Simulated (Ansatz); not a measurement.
Crystal: RbBr.

```
Rb Br
1.0
     4.12608    0.00000    0.00000
     0.00000    4.12608    0.00000
     0.00000    0.00000    4.12608
Rb Br
1 1
Cartesian
  0.0000 0.0000 0.0000
  2.0630 2.0630 2.0630
```

The cell comes from a database or a generator and needn't be the stable form of this composition.

Base run:

```yaml
Program: Ansatz 0.2.0
Functional: HSE06 form with a typed share of exact exchange
Potentials_or_basis: Ansatz PAW
Cutoff: "420 eV (not typed: the program's choice for these potentials)"
k_mesh: 4 × 4 × 4
Occupations: fermi-dirac, width 0.05 eV
Spin: no spin polarisation
```

Its results: band gap on the k mesh 5.28 eV, indirect (least direct gap 5.45 eV); pressure 0.5 GPa.

Problem. The run is repeated on the same cell with these changes: share of exact exchange from 0.25 to 0.1. What comes out?

Solution. Band gap on the k mesh 4.56 eV, indirect (least direct gap 4.71 eV); pressure 0.7 GPa.

Caveats: the PAW data sets come from PBE, with cores solved anew for the run's functional, which leaves a small shift of forces and pressure; the thresholds are loose for stress.

A k mesh can miss the band edges.
